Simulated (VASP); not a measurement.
# Si3Ge: relaxation of cell and atoms with PBE

Crystal: Si3Ge.

```
CELL_PARAMETERS angstrom
2.74023 0.00000 0.00000
-1.37012 2.37311 0.00000
0.00000 0.00000 8.98368
ATOMIC_POSITIONS crystal
Si 0.66667 0.33333 0.50000
Si 0.33333 0.66667 0.25407
Si 0.33333 0.66667 0.74593
Ge 0.66667 0.33333 0.00000
```

The cell was built by a generator and needn't be a form met in nature.

* Program: VASP 6.6.1
* Task: relaxation of cell and atoms
* Functional: PBE
* Potentials or basis: VASP PAW PBE potentials, release 64 (Si, Ge_d)
* Cutoff: 520 eV
* k mesh: 9 × 9 × 3
* Occupations: gaussian, width 0.15 eV
* Spin: no spin polarisation
* Further INCAR settings: PREC = Normal; ALGO = Fast; EDIFF = 0.0001; IBRION = 2; EDIFFG = -0.08; NSW = 24; ISIF = 3

| Item | Value |
| --- | --- |
| Relaxed volume | 15.88 Å³/atom |
| Relaxed cell | a = 2.780 Å, b = 2.780 Å, c = 9.489 Å, α = 90.00°, β = 90.00°, γ = 120.00° |
| Space group after relaxing (to 0.05 Å) | P-6m2 (No. 187) |
| Energy gained by relaxing | 38.0 meV/atom |
| Ionic steps | 10 |
| Pressure after relaxing | -0.6 GPa |
| Largest force after relaxing | 0.066 eV/Å |

Forces on the atoms (eV/Å):
```
Si   0.000  0.000  0.000
Si   0.000  0.000  0.066
Si   0.000  0.000 -0.066
Ge   0.000  0.000  0.000
```

The path:
```tsv
step	energy change (eV)	largest force (eV/Å)	pressure (GPa)	volume (Å³)
1	0.0000	0.3956	7.46	58.42
2	-0.1275	0.2749	-1.57	64.34
3	-0.1305	0.2833	0.20	63.36
4	-0.1303	0.2794	-2.24	63.76
5	-0.1306	0.2809	0.28	63.49
6	-0.1305	0.2804	-1.16	63.62
7	-0.1405	0.2321	-0.17	63.32
8	-0.1436	0.2064	0.46	63.09
9	-0.1506	0.1076	-0.89	63.38
10	-0.1519	0.0663	-0.62	63.50
```

Final structure:
```
CELL_PARAMETERS angstrom
2.77984 0.00000 0.00000
-1.38992 2.40741 0.00000
0.00000 0.00000 9.48928
ATOMIC_POSITIONS crystal
Si 0.66667 0.33333 0.50000
Si 0.33333 0.66667 0.26185
Si 0.33333 0.66667 0.73815
Ge 0.66667 0.33333 0.00000
```

Levels at points of the mesh, in eV from the Fermi level:
| k point | band 10 | band 11 | band 12 | band 13 | band 14 | band 15 | band 16 | band 17 |
| --- | --- | --- | --- | --- | --- | --- | --- | --- |
| (0.00, 0.00, 0.00) | -6.64 | 0.36 | 0.51 | 7.97 | 7.97 | 9.15 | 9.15 | 9.39 |

Run time: 28 s on 1 thread of Intel(R) Xeon(R) 6975P-C (Granite Rapids), with other jobs on the host, peak memory 0.15 GiB.

Caveat: the bands computed are all filled at some k points, so no gap is given; the relaxation stopped at a loose force limit of 0.08 eV/Å, so its end isn't a converged minimum.
